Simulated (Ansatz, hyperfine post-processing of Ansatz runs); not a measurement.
# Reading the 7Li spectrum of LiMnPO4

Calculated values: DFT, r2SCAN, plane-wave PAW, default files (PAW set soft_2), collinear spin, scalar-relativistic (Ansatz), contact and point-dipole shifts scaled to 298 K with Θ = 0 K (a pure Curie law); spin-only moments, above the ordering temperature.

```
Mn P O Li
1.0
     9.87030    0.00000    0.00000
     0.00000    4.93515    0.00000
    -2.46757   -2.46757    3.77445
Mn P O Li
2 2 8 2
Direct
  0.00000 0.00000 0.00000
  0.50000 0.00000 0.00000
  0.37500 0.25000 0.50000
  0.87500 0.25000 0.50000
  0.40619 0.94930 0.26430
  0.90619 0.94930 0.26430
  0.34250 0.18763 0.73570
  0.84250 0.18763 0.73570
  0.22596 0.31500 0.26430
  0.72596 0.31500 0.26430
  0.02535 0.54807 0.73570
  0.52535 0.54807 0.73570
  0.25000 0.50000 0.00000
  0.75000 0.50000 0.00000
```

7Li MAS at 9.4 T (155.6 MHz), 30 kHz, 298 K; contact and dipolar shift alone, no orbital or quadrupolar part; lines under 1.5 % of the strongest are left out. Lines of the NMR spectrum (strongest = 100):

```
position (ppm)  intensity
        -220.9        4.6
         -28.1         26
         164.8         34
         357.6        100
         550.5         80
         743.3         10
```

Q: Find the isotropic shifts among the lines and assign them to the Li sites.

Sidebands are spaced by 193 ppm (the spinning rate over the resonance of 155.6 MHz). An isotropic line need not be the tallest: it is the area-weighted centre of its own family of sidebands, and the one that stays put when the rate is changed. Isotropic shifts: 358 ppm for atom 13 and the 1 atom equivalent to it (4 Mn through links of 115° (4)), reduced anisotropy -492 ppm.

[Logs are printed without paths, hosts, clocks, repeated set-up lines and the standing remarks that a program may print on its own settings, such as how far it seeks lower states.]

[Hosts, paths, dates, database ids (printed as entryN), source tags and the programs' standing remarks are cut or masked in the printed files.]
